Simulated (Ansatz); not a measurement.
Calculated field gradients at the nuclei for SiC at a changed volume

The cell is a refined structure from the COD, relaxed with PBE at fixed cell and then changed (volume scaled by 0.97).

Space group Cmc2_1 (No. 36); a = 3.0467, b = 5.2811, c = 14.9691 Å.

| site | Wyckoff | site symmetry | x | y | z |
| --- | --- | --- | --- | --- | --- |
| Si1 | 4a | m.. | 0.5000 | 0.3333 | 0.1423 |
| Si3 | 4a | m.. | 0.5000 | 0.9999 | 0.4755 |
| Si5 | 4a | m.. | 0.5000 | 0.6666 | 0.3088 |
| C7 | 4a | m.. | 0.5000 | 0.9998 | 0.3502 |
| C9 | 4a | m.. | 0.5000 | 0.3334 | 0.0173 |
| C11 | 4a | m.. | 0.5000 | 0.6666 | 0.1838 |

One atom of each set is listed; the run and its k-mesh use a cell of 12 atoms with edges of 3.05, 3.05, 14.97 Å.

Method: Kohn–Sham DFT in Ansatz, PBE, plane waves and PAW, scalar-relativistic, 420 eV cutoff, Γ-centred 10×10×2 k-points, Fermi–Dirac smearing 0.02 eV.

C_Q = eQV_zz/h, which is 24.18 MHz for Q = 1 b and V_zz = 10²¹ V/m²; η = (V_xx − V_yy)/V_zz.

```json
{"site": "Si1", "atoms": "2", "first shell": "4 C at 1.87 Å", "V_zz (10²¹ V/m²)": "0.22", "η": "0.01", "C_Q (MHz)": "–"}
{"site": "Si3", "atoms": "2", "first shell": "4 C at 1.87–1.88 Å", "V_zz (10²¹ V/m²)": "-0.056", "η": "0.07", "C_Q (MHz)": "–"}
{"site": "Si5", "atoms": "2", "first shell": "4 C at 1.87 Å", "V_zz (10²¹ V/m²)": "0.26", "η": "0.01", "C_Q (MHz)": "–"}
{"site": "C7", "atoms": "2", "first shell": "4 Si at 1.87–1.88 Å", "V_zz (10²¹ V/m²)": "0.22", "η": "0.06", "C_Q (MHz)": "–"}
{"site": "C9", "atoms": "2", "first shell": "4 Si at 1.87 Å", "V_zz (10²¹ V/m²)": "0.066", "η": "0.20", "C_Q (MHz)": "–"}
{"site": "C11", "atoms": "2", "first shell": "4 Si at 1.87 Å", "V_zz (10²¹ V/m²)": "0.033", "η": "0.39", "C_Q (MHz)": "–"}
```

Si, C have no stable isotope with a ground-state quadrupole moment in the table, so no C_Q is given.

At this changed cell the PBE pressure is 10 GPa.
